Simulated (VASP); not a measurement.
Te2Mo: band structure with PBE0

**What was measured.**

“Broadband infrared study of pressure-tunable Fano resonance and metallization transition in 2H-MoTe2”, 2022, pmc:9569381 quotes, for a bulk crystal of Te2Mo at 300 K: band gap 0.88 ± 0.05 eV (indirect).

The system is Te2Mo.

```
Te Mo
1.0
     3.49568    0.00000    0.00000
    -1.74784    3.02735    0.00000
     0.00000    0.00000   13.69484
Te Mo
4 2
Direct
  0.33333 0.66667 0.61724
  0.66667 0.33333 0.11724
  0.33333 0.66667 0.88276
  0.66667 0.33333 0.38276
  0.33333 0.66667 0.25000
  0.66667 0.33333 0.75000
```

```yaml
Program: VASP 6.6.1
Task: band structure
Functional: PBE0
Potentials_or_basis: VASP PAW PBE potentials, release 64 (Te, Mo_sv)
Cutoff: 520 eV
k_mesh: 6 × 6 × 2
Occupations: gaussian, width 0.03 eV
Spin: no spin polarisation
Grid_for_exact_exchange_PRECFOCK: Fast
Exchange_at_q_=_0: truncated
Further_INCAR_settings: ALGO = Normal; EDIFF = 1e-07; NBANDS = 35
```

```yaml
Pressure: -0.5 GPa
Largest_force: 0.560 eV/Å
Band_gap_on_the_k_mesh: 1.73 eV, indirect (least direct gap 2.09 eV)
Band_gap_along_the_path: 2.02 eV, indirect (least direct gap 2.09 eV)
```

Forces on the atoms (eV/Å):
```
Te   0.000  0.000  0.560
Te   0.000  0.000  0.560
Te   0.000  0.000 -0.560
Te   0.000  0.000 -0.560
Mo   0.000  0.000  0.000
Mo   0.000  0.000  0.000
```

Stress tensor (GPa, compression positive):
```
-0.20  0.00  0.00
 0.00 -0.20  0.00
 0.00  0.00 -0.97
```

Levels at points of the mesh, in eV from the valence-band top:
| k point | band 22 | band 23 | band 24 | band 25 | band 26 | band 27 | band 28 | band 29 | band 30 | band 31 |
| --- | --- | --- | --- | --- | --- | --- | --- | --- | --- | --- |
| (0.00, 0.00, 0.00) | -1.23 | -1.17 | -1.17 | -0.30 | 0.00 | 4.14 | 4.14 | 4.34 | 4.34 | 4.37 |
| (0.50, 0.00, 0.00) | -2.24 | -1.31 | -1.21 | -0.80 | -0.36 | 2.42 | 2.51 | 2.60 | 3.10 | 3.81 |
| (0.00, 0.00, 0.50) | -1.19 | -1.19 | -1.19 | -0.08 | -0.08 | 4.18 | 4.18 | 4.18 | 4.18 | 4.63 |
| (0.50, 0.00, 0.50) | -2.41 | -1.23 | -1.23 | -0.58 | -0.58 | 2.45 | 2.45 | 2.88 | 2.88 | 4.32 |

It took 79 min on 4 MPI ranks on Intel(R) Xeon(R) Platinum 8488C (Sapphire Rapids) (shared host), peak memory 0.41 GiB a rank.

Against the measured gap of Te2Mo, 0.88 eV (indirect; 300 K; quoted in “Broadband infrared study of pressure-tunable Fano resonance and metallization transition in 2H-MoTe2”, 2022, pmc:9569381), the calculated 1.73 eV is off by +0.85 eV. Spin-orbit coupling on Mo, Te is left out. The value is that of PBE0 on a finite k mesh, which can miss the band edges, without temperature or zero-point motion.

Caveat: the PAW data sets were made with another functional, which shifts forces and pressure a little; spin-orbit coupling is left out, which moves the levels of the heavy elements; this functional lacks dispersion, which binds the layers, so the pressure and a relaxed spacing across them are unreliable.
